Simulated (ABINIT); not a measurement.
Crystal: PbS (Galena).

```
CELL_PARAMETERS angstrom
0.00000 2.96575 2.96575
2.96575 0.00000 2.96575
2.96575 2.96575 0.00000
ATOMIC_POSITIONS crystal
Pb 0.00000 0.00000 0.00000
S 0.50000 0.50000 0.50000
```

Base run:

```yaml
Program: ABINIT 10.8.3 (patched build)
Functional: HSE06
Potentials_or_basis: SPMS NC PBE v1.0
Cutoff: 490 eV
k_mesh: 6 × 6 × 6
Occupations: fermi-dirac, width 0.05 eV
Spin: no spin polarisation
```

Its results: band gap on the k mesh 0.78 eV, direct.

Task: The run is repeated on the same cell with these changes: share of exact exchange from 0.35 to 0.25. What comes out?

Result: Band gap on the k mesh 0.65 eV, direct.

Caveats: exact exchange is summed on a coarse mesh, which widens gaps by tenths of an eV; Libxc's HSE differs a little from that of other programs; spin-orbit coupling is left out, which as a rule narrows the gap of such compounds by several tenths of an eV.

A k mesh can miss the band edges.
